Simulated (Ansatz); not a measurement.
**Lattice dynamics of Li5SbCl2 (built on the sites of a database entry of Li5NCl2)**

Aim: the phonons of Li5SbCl2 (built on the sites of a database entry of Li5NCl2) at a cell relaxed beforehand at this level.

Program: Ansatz 0.2.0. Level of theory: DFT PBEsol, scalar-relativistic, plane waves, PAW. Results are calculated unless marked as measured.

The structure was built from a prototype and need not be the compound's stable phase.

## 1. Starting point

It takes space group R-3m (No. 166, trigonal). Conventional cell: a = 4.461 Å, b = 4.461 Å, c = 28.061 Å, α = 90.00°, β = 90.00°, γ = 120.00°. Nearest to Li lie 6 Cl at 2.82 Å. Nearest to Li lie 1 Sb at 2.59 Å and 3 Cl at 2.74 Å. Nearest to Li lie 3 Sb at 2.65 Å and 3 Li at 2.86 Å and 1 Cl at 2.91 Å. Sb has 8 Li at 2.59 to 2.65 Å nearest. Nearest to Cl lie 7 Li at 2.74 to 2.91 Å. Farther neighbours and most contacts between anions are not listed.

## 2. Zone-centre response

The cell comes from relaxations at this level that are not shown. The zone centre is the only wavevector solved here; it holds the modes that light can see, as far as symmetry allows. No field response is asked, since the mesh shows no gap.

Contents of input.yaml:

```yaml
crystal:
  lattice:
    - [2.2304986503, 1.2877789962, 9.3537562555]
    - [-2.2304986503, 1.2877789962, 9.3537562555]
    - [0.0, -2.5755579923, 9.3537562555]
  atoms:
    - { symbol: Li, position: [0.5, 0.5, 0.5] }
    - { symbol: Li, position: [0.9076767893, 0.9076767893, 0.9076767893] }
    - { symbol: Li, position: [0.0923232107, 0.0923232107, 0.0923232107] }
    - { symbol: Li, position: [0.6887073702, 0.6887073702, 0.6887073702] }
    - { symbol: Li, position: [0.3112926298, 0.3112926298, 0.3112926298] }
    - { symbol: Sb, position: [0.0, 0.0, 0.0] }
    - { symbol: Cl, position: [0.2075215019, 0.2075215019, 0.2075215019] }
    - { symbol: Cl, position: [0.7924784981, 0.7924784981, 0.7924784981] }
kpoints:
  mp_grid: { grid: [9, 9, 9] }
hamiltonian:
  xc: pbesol
scf:
  occupations: { method: methfessel_paxton, width: 0.2 }
output:
  eigenvalues: true
phonons:
  method: dfpt
```

The run is started by

```
> ansatz run input.yaml --threads 8 --pin off --max-ram 14336MiB --backend cpu --events-out ev --progress --plain --runs-dir out
```

Numbers of over 12 decimals in the logs are rounded to 6 here.

The program printed:

```text
Engine: ansatz 0.2.0, aarch64-unknown-linux-gnu
Pseudopotentials: kind: paw
Pseudopotential: Li, paw, valence charge 3, recommended cutoff 420 eV (normal), Li.paw.azcp
Pseudopotential: Sb, paw, valence charge 15, recommended cutoff 420 eV (normal), Sb.paw.azcp
Pseudopotential: Cl, paw, valence charge 7, recommended cutoff 420 eV (normal), Cl.paw.azcp
Functional definition: PBEsol
  exchange = pbesol_x
  correlation = pbesol_c
Crystal: 8 atoms, lattice volume = 161.206 Å³
Basis set: ecut = 420 eV, 3163 PW (Γ), exchange–correlation on 144×144×144 points (8 copies of the dense FFT grid, shifted against one another)
Bands: 30, of which v1, the nominal top of the filled ones, is band 22 counted from 1 (21 counted from 0)
Symmetry: 12 space group operations
k-points: 205 of 729 (irreducible under 2 space group operations, time reversal used)
Non-local potential: Li, projectors of the file, l = 0: 3, l = 1: 2, l = 2: 1
Non-local potential: Sb, projectors of the file, l = 0: 2, l = 1: 2, l = 2: 2, l = 3: 2
Non-local potential: Cl, projectors of the file, l = 0: 2, l = 1: 2, l = 2: 2
PAW form: soft (Blöchl's): semilocal exchange-correlation on the pseudo side does not see the compensation charge
PAW frozen core: Sb, regenerated for the run's functional, and the local potential with it (the file was generated under x = pbe(κ = 0.804, μ = 0.219515), c = pbe(β = 0.066725))
PAW frozen core: Cl, regenerated for the run's functional, and the local potential with it (the file was generated under x = pbe(κ = 0.804, μ = 0.219515), c = pbe(β = 0.066725))
PAW one-centre angular grid: Li, 110 points (default); XC on 64 Gauss nodes
PAW one-centre angular grid: Sb, 590 points (default); XC on 64 Gauss nodes
PAW one-centre angular grid: Cl, 110 points (default); XC on 64 Gauss nodes
Initial density: superposition of atomic densities (neutral atoms: chi_scale 0, normalization atom), corrected by the library's trained network
Initial wavefunctions: pseudopotential atomic-orbital guess
Functional: x = pbesol(κ = 0.804, μ = 0.123457), c = pbesol(β = 0.046)
SCF iter   1: F=—  HF=-9552.936321 eV  |F-HF|=—  |Δ(HF+E_count)|=         —  Δρ=4.08e-3  dr2=1.89e-1  ethr=1.77e-3  ⟨swp⟩=7.4  Hψ=30352  notcnv=0
preconditioner: auto → Resta (q_TF=auto, 2.197 Å⁻¹)  ε∞=3.6  [insulator: Δε(μ)=0.348 eV  Ē_g=8.053 eV  σ=0.200 eV  W_gap=0.97  n_scr=30 (ndim 8)  ℏωp=13.1 eV  f_vac=0.013  D(μ)=0.06/eV (n_scr^D=0)  ε∞_Penn≈3.6]
SCF iter   2: F=—  HF=-9552.885095 eV  |F-HF|=—  |Δ(HF+E_count)|=   5.12e-2  S|Δr|=    0.00e0  Δρ=1.95e-3  dr2=4.98e-2  ethr=4.30e-4  ⟨swp⟩=1.0  Hψ=7790  notcnv=0  defer=5
preconditioner: auto → Kerker (q_TF=auto, 2.197 Å⁻¹)  [metal: Δε(μ)=0.065 eV  Ē_g=8.057 eV  σ=0.200 eV  W_gap=0.27  n_scr=30 (ndim 8)  ℏωp=13.1 eV  f_vac=0.015  D(μ)=0.12/eV (n_scr^D=0)]
SCF iter   3: F=—  HF=-9552.869516 eV  |F-HF|=—  |Δ(HF+E_count)|=   1.56e-2  S|Δr|=    0.00e0  Δρ=9.21e-4  dr2=4.41e-3  ethr=1.13e-4  ⟨swp⟩=2.0  Hψ=6266  notcnv=0  defer=5
SCF iter   4: F=—  HF=-9552.868589 eV  |F-HF|=—  |Δ(HF+E_count)|=   9.28e-4  S|Δr|=    0.00e0  Δρ=4.16e-4  dr2=7.96e-4  ethr=1.00e-5  ⟨swp⟩=1.4  Hψ=9144  notcnv=0  defer=226
SCF iter   5: F=—  HF=-9552.868450 eV  |F-HF|=—  |Δ(HF+E_count)|=   1.39e-4  S|Δr|=    0.00e0  Δρ=1.19e-4  dr2=6.02e-5  ethr=1.81e-6  ⟨swp⟩=2.0  Hψ=8300  notcnv=0  defer=226
SCF iter   6: F=—  HF=-9552.868465 eV  |F-HF|=—  |Δ(HF+E_count)|=   1.45e-5  S|Δr|=    0.00e0  Δρ=5.23e-5  dr2=1.05e-5  ethr=1.37e-7  ⟨swp⟩=2.6  Hψ=7937  notcnv=0  defer=226
SCF iter   7: F=—  HF=-9552.868467 eV  |F-HF|=—  |Δ(HF+E_count)|=   2.60e-6  S|Δr|=    0.00e0  Δρ=1.62e-5  dr2=7.92e-7  ethr=2.39e-8  ⟨swp⟩=2.0  Hψ=7567  notcnv=0  defer=226
SCF iter   8: F=—  HF=-9552.868563 eV  |F-HF|=—  |Δ(HF+E_count)|=   9.62e-5  S|Δr|=    0.00e0  Δρ=4.54e-6  dr2=7.79e-8  ethr=1.80e-9  ⟨swp⟩=2.0  Hψ=9170  notcnv=0  defer=231
SCF iter   9: F=—  HF=-9552.868563 eV  |F-HF|=—  |Δ(HF+E_count)|=   2.81e-8  S|Δr|=    0.00e0  Δρ=1.60e-6  dr2=9.79e-9  ethr=1.77e-10  ⟨swp⟩=2.1  Hψ=7510  notcnv=0  defer=231
SCF iter  10: F=—  HF=-9552.868563 eV  |F-HF|=—  |Δ(HF+E_count)|=   7.41e-9  S|Δr|=    0.00e0  Δρ=5.85e-7  dr2=1.13e-9  ethr=2.23e-11  ⟨swp⟩=2.0  Hψ=7577  notcnv=0  defer=231
SCF iter  11: F=—  HF=-9552.868563 eV  |F-HF|=—  |Δ(HF+E_count)|=  7.35e-10  S|Δr|=    0.00e0  Δρ=1.92e-7  dr2=1.28e-10  ethr=2.57e-12  ⟨swp⟩=2.0  Hψ=7581  notcnv=0  defer=231
SCF iter  12: F=—  HF=-9552.868563 eV  |F-HF|=—  |Δ(HF+E_count)|=  5.09e-11  S|Δr|=    0.00e0  Δρ=5.42e-8  dr2=1.80e-11  ethr=1.00e-12  ⟨swp⟩=1.1  Hψ=5685  notcnv=0  defer=231
SCF iter  13: F=-9552.868563 eV  HF=-9552.868563 eV  |F-HF|=1.82e-12  |Δ(HF+E_count)|=  1.82e-12  S|Δr|=    0.00e0  Δρ=1.90e-8  dr2=1.29e-12  ethr=1.00e-12  ⟨swp⟩=11.4  Hψ=29583  notcnv=0
SCF 1 converged in 13 iterations: F = -9552.868563 eV  dr2 = 1.29e-12
  greatest PAW one-centre occupation: 1.000 electrons in one spin orbital (limit 2), on the Li atom at site 4 (counted from 0), in its partial waves of l = 0
DFPT response loops at Γ: preconditioner auto → Kerker (q_TF=auto, 2.197 Å⁻¹) (partly filled bands, converged f_vac=0.017); β = 1.00, the filter's whole step (`scf.mixing.beta` (0.50) is not read by the response loops under this deck's `scf.mixing.preconditioner`; to damp them name `kerker` or `kerker_dos`, under which they read `scf.mixing.beta`, and type it under 1.00, their step now; both keys bind the ground state too); Broyden in place of MSR1
SCF converged after 13 iterations
Stability not checked: this state was not tested for a lower state beside it, because cold or Methfessel-Paxton smearing, or corrected tetrahedra, fill the levels in a way that the test cannot read (fill_not_monotonic; see scf.lower_state_search)
Free energy (F): -9552.868563 eV
Harris-Foulkes:  -9552.868563 eV  (|F-HF|=1.82e-12)
Internal energy: -9552.869540 eV  (E = F + TS)
E sigma→0 (E₀):  -9552.868807 eV
Entropy (-TS):   0.000976 eV (0.122 meV/atom)
Fermi energy:    4.969339 eV
--- Per-component energies (eV) ---
  E_band       = -697.578567
  E_kinetic    = 639.744451
  E_local      = -3295.225500  (includes V_loc(G=0)·N_el)
  E_nonlocal   = 257.716913
  E_hartree    = 1330.265591
  E_xc         = -403.144633
  E_vxc        = -409.179211  (∫ρ·V_xc dr)
  E_paw        = -5883.350400  (= ΣΔE_a)
  E_vpaw       = -551.166690  (= ΣTr[D̂ρ^β])
  E_aug_tail   = 0.000261  (compensation charges beyond the density's cutoff)
  E_ewald      = -2199.364944
  E_core_change = 0.488721  (= ΣΔE_core)
  E_smearing   = 0.000976  (= −TS)
  E_closure    = 0.000000  (closes the sum)
  Σ components = -9552.868563   (vs F -9552.868563, Δ=0.00e0)
--- Band table (eV; the first three rows and the last of 205) ---
  k-point 0: bands = [... 18 lower, -0.6609, 2.6496, 4.7224, 4.9245, 4.9245, 5.7329, 7.4025, 7.4025, ... 4 higher]
  k-point 1: bands = [... 18 lower, -0.5381, 2.6774, 4.3379, 4.7252, 5.0712, 5.8851, 7.3334, 7.5598, ... 4 higher]
  k-point 2: bands = [... 18 lower, -0.4132, 2.7550, 3.4936, 4.3229, 5.5890, 6.1930, 7.2399, 7.9167, ... 4 higher]
  k-point 204: bands = [... 18 lower, -0.3998, 2.4848, 4.4310, 4.7415, 5.5312, 5.7581, 7.2188, 7.3673, ... 4 higher]
--- Phonons (Γ-DFPT): 10 representative perturbations + reference, on 205 of 729 k-points (Σ response iterations 32) ---
  k mesh reduced under 2 symmetry operations, with k and −k counted as one. Each operation leaves every solved perturbation unchanged. A smaller set is not used because it would not reduce the number of displacements times k-points to solve
  ASR residual: 1.029e-4 → 0.000e0 eV/Å²; symmetrization residual: 1.062e-5 eV/Å²
  ASR residual per site (eV/Å²): 3.79e-6 1.82e-5 1.82e-5 1.03e-4 1.03e-4 1.23e-5 3.74e-5 3.74e-5
  Γ frequencies (cm⁻¹): -134.35 -134.35 0.00 0.00 0.00 51.44 51.44 63.13 63.13 64.08 118.69 118.69 136.66 143.69 143.69 163.13 194.75 205.68 369.72 377.63 380.35 380.35 403.53 403.53
  non-analytic LO–TO correction: not included (Born effective charges unavailable; polar crystals: no LO–TO splitting at Γ)
```

The job ended after 6.4 min (8 threads of Arm Neoverse V1, shared host; peak memory 4.2 GiB; 49 min of CPU time).

Reading the cycles: dr2 is the Hartree energy of the density residual (eV), the measure of convergence; HF is the Harris–Foulkes estimate of the energy, which meets the free energy F at convergence.

This step gave:

* volume per atom: 20.15 Å³
* gap on the k-mesh: 0 eV
* sum-rule residual before enforcement: 1.03e-4 eV/Å²
* point group: -3m
* highest optical mode at the zone centre (no LO-TO term): 403.5 cm⁻¹
* lowest optical zone-centre mode: -134.3 cm⁻¹

Patterns of degenerate modes are one choice out of their space. Modes at Γ, with each element's share of the kinetic energy (negative means imaginary):

| mode | frequency (cm⁻¹) | symmetry | Li % | Sb % | Cl % |
| --- | --- | --- | --- | --- | --- |
| 1 | -134.3 | Eu | 82 | 0 | 18 |
| 2 | -134.3 | Eu | 82 | 0 | 18 |
| 3 | 0.0 | acoustic | 15 | 54 | 31 |
| 4 | 0.0 | acoustic | 15 | 54 | 31 |
| 5 | 0.0 | acoustic | 15 | 54 | 31 |
| 6 | 51.4 | Eu | 14 | 37 | 49 |
| 7 | 51.4 | Eu | 14 | 37 | 49 |
| 8 | 63.1 | Eg | 38 | 0 | 62 |
| 9 | 63.1 | Eg | 38 | 0 | 62 |
| 10 | 64.1 | A2u | 17 | 21 | 62 |
| 11 | 118.7 | Eg | 62 | 0 | 38 |
| 12 | 118.7 | Eg | 62 | 0 | 38 |
| 13 | 136.7 | A1g | 3 | 0 | 97 |
| 14 | 143.7 | Eu | 98 | 1 | 1 |
| 15 | 143.7 | Eu | 98 | 1 | 1 |
| 16 | 163.1 | A2u | 82 | 17 | 1 |
| 17 | 194.8 | A2u | 94 | 0 | 6 |
| 18 | 205.7 | A1g | 98 | 0 | 2 |
| 19 | 369.7 | A2u | 92 | 8 | 0 |
| 20 | 377.6 | A1g | 98 | 0 | 2 |
| 21 | 380.4 | Eu | 91 | 9 | 0 |
| 22 | 380.4 | Eu | 91 | 9 | 0 |
| 23 | 403.5 | Eg | 100 | 0 | 0 |
| 24 | 403.5 | Eg | 100 | 0 | 0 |

Displacements in mode 2 (-134.3 cm⁻¹), the largest set to 1:
```
Li1  0.00  1.00  0.00
Li2  0.00  0.42  0.00
Li3  0.00  0.42  0.00
Li4  0.00  0.01  0.00
Li5  0.00  0.01  0.00
Sb6  0.00 -0.01  0.00
Cl7  0.00 -0.17  0.00
Cl8  0.00 -0.17  0.00
```

Displacements in mode 23 (403.5 cm⁻¹), the largest set to 1:
```
Li1  0.00  0.00  0.00
Li2  0.00 -0.03  0.00
Li3  0.00  0.03  0.00
Li4  0.01 -1.00  0.00
Li5 -0.01  1.00  0.00
Sb6  0.00  0.00  0.00
Cl7  0.00 -0.01  0.00
Cl8  0.00  0.01  0.00
```

Before it was imposed, the acoustic sum rule was missed by 1.0e-4 eV/Å². Small misses are needed for a sound result but don't prove that mesh and cutoff are converged. The lowest optical mode is imaginary, 134.3i cm⁻¹, so the energy falls along it.

## 3. Another isotope, element Cl, natural mass 35.45 amu

An isotope changes the mass and not the force constants, so no new electronic calculation is needed; the shifts show which modes move this element.

The same force constants with the mass of Cl changed from 35.450 to 36.966 u (phonopy, no LO-TO term). Both lists are sorted by frequency; levels can cross, so a row need not hold one and the same mode. Modes under 3 cm⁻¹ are left out. Isotope shifts, by row:

| q | rank | natural mass (cm⁻¹) | changed mass (cm⁻¹) |
| --- | --- | --- | --- |
| 0 0 0 | 1 | -134.3 | -133.8 |
| 0 0 0 | 2 | -134.3 | -133.8 |
| 0 0 0 | 6 | 51.44 | 50.91 |
| 0 0 0 | 7 | 51.44 | 50.91 |
| 0 0 0 | 8 | 63.13 | 62.31 |
| 0 0 0 | 9 | 63.13 | 62.31 |
| 0 0 0 | 10 | 64.08 | 63.26 |
| 0 0 0 | 11 | 118.7 | 117.8 |
| 0 0 0 | 12 | 118.7 | 117.8 |
| 0 0 0 | 13 | 136.7 | 133.9 |
| 0 0 0 | 14 | 143.7 | 143.7 |
| 0 0 0 | 15 | 143.7 | 143.7 |
| 0 0 0 | 16 | 163.1 | 163.1 |
| 0 0 0 | 17 | 194.8 | 194.5 |
| 0 0 0 | 18 | 205.7 | 205.6 |
| 0 0 0 | 19 | 369.7 | 369.7 |
| 0 0 0 | 20 | 377.6 | 377.5 |
| 0 0 0 | 21 | 380.4 | 380.4 |
| 0 0 0 | 22 | 380.4 | 380.4 |
| 0 0 0 | 23 | 403.5 | 403.5 |
| 0 0 0 | 24 | 403.5 | 403.5 |

A mode of this element alone would shift by -2.07 %. The highest zone-centre frequency without the field goes from 403.5 to 403.5 cm⁻¹ (-0.0 %).

## 4. Isotope substitution, element Li, natural mass 6.94 amu

The same for Li, from 6.94 to 6.02 u.

A mode of this element alone would shift by +7.41 %. The highest zone-centre frequency without the field goes from 403.5 to 433.4 cm⁻¹ (+7.4 %).

## 5. Isotope substitution, element Sb, natural mass 121.76 amu

The same for Sb, from 121.76 to 122.90 u.

The same force constants with the mass of Sb changed from 121.760 to 122.904 u (phonopy, no LO-TO term). Both lists are sorted by frequency; levels can cross, so a row need not hold one and the same mode. Modes under 3 cm⁻¹ are left out. Isotope shifts, by row:

| q | rank | natural mass (cm⁻¹) | changed mass (cm⁻¹) |
| --- | --- | --- | --- |
| 0 0 0 | 1 | -134.3 | -134.3 |
| 0 0 0 | 2 | -134.3 | -134.3 |
| 0 0 0 | 6 | 51.44 | 51.35 |
| 0 0 0 | 7 | 51.44 | 51.35 |
| 0 0 0 | 8 | 63.13 | 63.13 |
| 0 0 0 | 9 | 63.13 | 63.13 |
| 0 0 0 | 10 | 64.08 | 64.02 |
| 0 0 0 | 11 | 118.7 | 118.7 |
| 0 0 0 | 12 | 118.7 | 118.7 |
| 0 0 0 | 13 | 136.7 | 136.7 |
| 0 0 0 | 14 | 143.7 | 143.7 |
| 0 0 0 | 15 | 143.7 | 143.7 |
| 0 0 0 | 16 | 163.1 | 163 |
| 0 0 0 | 17 | 194.8 | 194.8 |
| 0 0 0 | 18 | 205.7 | 205.7 |
| 0 0 0 | 19 | 369.7 | 369.6 |
| 0 0 0 | 20 | 377.6 | 377.6 |
| 0 0 0 | 21 | 380.4 | 380.2 |
| 0 0 0 | 22 | 380.4 | 380.2 |
| 0 0 0 | 23 | 403.5 | 403.5 |
| 0 0 0 | 24 | 403.5 | 403.5 |

A mode of this element alone would shift by -0.47 %. The highest zone-centre frequency without the field goes from 403.5 to 403.5 cm⁻¹ (+0.0 %).

## 6. Summary of results

```yaml
space_group_within_0p01_a: R-3m
volume_per_atom: 20.2 Å³
electronic_character: no gap on this mesh
highest_optical_mode_at_the_zone_centre_no_lo_to_term: 404 cm⁻¹
lowest_optical_zone_centre_mode: -134 cm⁻¹
imaginary_modes_at_gamma_the_only_wavevector_solved: yes
```

In words: A zone-centre mode is imaginary (134.3i cm⁻¹), so this structure is not a minimum of the energy. The optical modes at Γ span -134 to 404 cm⁻¹ (negative means imaginary). No dispersion was computed. The highest mode in this list at Γ, 403.5 cm⁻¹, is mostly motion of Li (100 % of the kinetic energy). With no gap, or one that is small against the smearing, the frequencies hang on the k mesh and the smearing, most of all near Kohn anomalies. Spin-orbit coupling is left out, which can matter for the heavy elements here. The starting cell was built on a prototype and not taken from a measurement, so the phase need not exist. These are harmonic frequencies at zero temperature: anharmonic shifts, linewidths and thermal expansion are left out.

[Logs are printed without paths, hosts, clocks, repeated set-up lines and the standing remarks that a program may print on its own settings, such as how far it seeks lower states.]

[Hosts, paths, dates, database ids (printed as entryN), source tags and the programs' standing remarks are cut or masked in the printed files.]
